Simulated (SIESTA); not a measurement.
Wanted: the native input for a SIESTA 5.4.2 run.

- Task: relaxation of cell and atoms
- Functional: PBE
- Potentials or basis: PseudoDojo 0.4 standard (PBE files)
- Basis: TZP (energy shift 0.003 Ry; two zetas on semicore shells)
- Grid cutoff: 500 Ry
- Energy shift: 0.003 Ry
- k mesh: 8 × 8 × 8
- Occupations: fermi-dirac, width 0.05 eV
- Spin: no spin polarisation
- optimiser: Broyden
- force tolerance: 0.01 eV/Å

Crystal: Sb.

```
Sb
1.0
     3.16000    0.00000    0.00000
     0.00000    3.16000    0.00000
     0.00000    0.00000    3.16000
Sb
1
Cartesian
  0.0000 0.0000 0.0000
```

This isn't the form of Sb at room conditions, which is rhombohedral.

One way to write it, as run:

Sb.fdf

```
SystemName                      Antimony
SystemLabel                     Sb
NumberOfSpecies                 1
NumberOfAtoms                   1
%block ChemicalSpeciesLabel
  1  51 Sb
%endblock ChemicalSpeciesLabel

LatticeConstant                 1.0 Ang
%block LatticeVectors
     3.1600000000     0.0000000000     0.0000000000
     0.0000000000     3.1600000000     0.0000000000
     0.0000000000     0.0000000000     3.1600000000
%endblock LatticeVectors
AtomicCoordinatesFormat         Ang
%block AtomicCoordinatesAndAtomicSpecies
     0.0000000000     0.0000000000     0.0000000000  1
%endblock AtomicCoordinatesAndAtomicSpecies

%block kgrid.MonkhorstPack
    8   0   0  0.0
    0   8   0  0.0
    0   0   8  0.0
%endblock kgrid.MonkhorstPack
XC.Functional                   GGA
XC.Authors                      PBE
PAO.BasisSize                   TZP
PAO.EnergyShift                 0.003 Ry
Mesh.Cutoff                     500 Ry
OccupationFunction              FD
ElectronicTemperature           0.05 eV
MaxSCFIterations                120
SCF.MustConverge                false
SCF.Mixer.Method                Pulay
SCF.Mixer.Weight                0.25
SCF.Mixer.History               8
SCF.DM.Tolerance                5.0e-05
SCF.H.Tolerance                 1.0e-03 eV
WriteForces                     true
Charge.Mulliken                 end
Charge.Hirshfeld                end
Charge.Voronoi                  end
SaveRho                         true
SaveElectrostaticPotential      true
MD.TypeOfRun                    Broyden
MD.Steps                        40
MD.MaxForceTol                  0.01 eV/Ang
MD.MaxDispl                     0.1 Ang
WriteCoorStep                   true
AtomCoorFormatOut               Fractional
MD.VariableCell                 true
MD.MaxStressTol                 0.1 GPa
%block PAO.Basis
  Sb 4
  n=5 0 3
    5.984 0.000 0.000
  n=5 1 3
    7.890 0.000 0.000
  n=4 2 2
    3.483 0.000
  n=5 2 1
    7.890
%endblock PAO.Basis
```

Potentials or basis: PseudoDojo 0.4 standard (PBE files), TZP (energy shift 0.003 Ry; two zetas on semicore shells).

Launch:

```sh
$ siesta Sb.fdf > Sb.out 2>&1
```

It gave:

```yaml
Relaxed_volume: 30.78 Å³/atom
Relaxed_cell: a = 3.134 Å, b = 3.134 Å, c = 3.134 Å, α = 90.00°, β = 90.00°, γ = 90.00°
Space_group_after_relaxing_to_0.05_Å: Pm-3m (No. 221)
Energy_gained_by_relaxing: 3.4 meV/atom
Ionic_steps: 4
Pressure_after_relaxing: 0.0 GPa
Band_gap_on_the_k_mesh: none (metal or under the smearing width)
```

Caveat: the basis of atomic orbitals isn't converged, which shifts pressures, moduli and gaps.

Wall time 45 s on 1 thread of Intel(R) Xeon(R) 6975P-C (Granite Rapids), with other jobs on the host, peak memory 0.26 GiB.
